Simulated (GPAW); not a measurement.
Crystal: Cl.

```
Cl
1.0
     3.14500   -2.25000    0.00000
     3.14500    2.25000    0.00000
     0.00000    0.00000    8.21000
Cl
4
Direct
  0.37000 0.63000 0.40000
  0.63000 0.37000 0.60000
  0.13000 0.87000 0.90000
  0.87000 0.13000 0.10000
```

```yaml
Program: GPAW 26.7.0
Task: relaxation of cell and atoms
Functional: LDA
Potentials_or_basis: the program's PAW data sets (release 1.2.1) made for this functional
Cutoff: 600 eV
Basis: pw
k_mesh: 5 × 5 × 3
Occupations: fermi-dirac, width 0.05 eV
Spin: no spin polarisation
```

At the start: pressure -2.4 GPa; volume 29.05 Å³/atom.

Q: How do energy, volume and symmetry change on relaxing?

A: Over 49 steps the energy falls by 86.3 meV/atom and the volume is 22.18 Å³/atom (-23.6 %); space group Cmce (No. 64, to 0.05 Å).

Step by step:
```csv
step,energy change (eV),largest force (eV/Å),pressure (GPa),volume (Å³)
1,0.0000,0.1369,-2.41,116.19
3,-0.0169,0.1549,-2.01,115.08
5,-0.0488,0.2989,-1.68,112.78
7,-0.1012,0.1620,-1.98,109.63
9,-0.1688,0.0635,-2.15,105.24
11,-0.2531,0.1547,-1.27,98.53
13,-0.2966,0.1808,0.03,90.18
15,-0.2992,0.1688,0.01,90.18
17,-0.3045,0.1434,-0.04,90.19
19,-0.3110,0.1087,-0.13,90.18
21,-0.3175,0.0649,-0.24,90.11
23,-0.3232,0.0173,-0.34,89.85
25,-0.3267,0.0608,-0.29,89.22
27,-0.3296,0.0887,-0.09,88.20
29,-0.3335,0.0647,0.22,87.05
31,-0.3358,0.0475,0.58,86.56
33,-0.3433,0.0286,0.25,87.79
35,-0.3451,0.0181,-0.10,89.01
37,-0.3452,0.0048,-0.08,88.90
39,-0.3451,0.0075,0.02,88.73
41,-0.3450,0.0114,0.05,88.66
43,-0.3451,0.0099,0.03,88.67
45,-0.3451,0.0083,0.01,88.69
47,-0.3452,0.0058,0.00,88.71
49,-0.3453,0.0019,-0.01,88.73
```

Final structure:
```xyz
4
Lattice="3.0862 -1.8401 0.0000 3.0862 1.8401 0.0000 0.0000 0.0000 7.8121" Properties=species:S:1:pos:R:3 pbc="T T T"
Cl    3.0862    0.5075    3.0162
Cl    3.0862   -0.5075    4.7959
Cl    3.0862    1.3326    6.9223
Cl    3.0862   -1.3326    0.8898
```

Caveat: later steps reuse the first step's grids; the volume moved by over 15 % at a fixed basis, so the end points are rough; the volume moved by -24 % from the deposited cell, more than functionals usually miss.
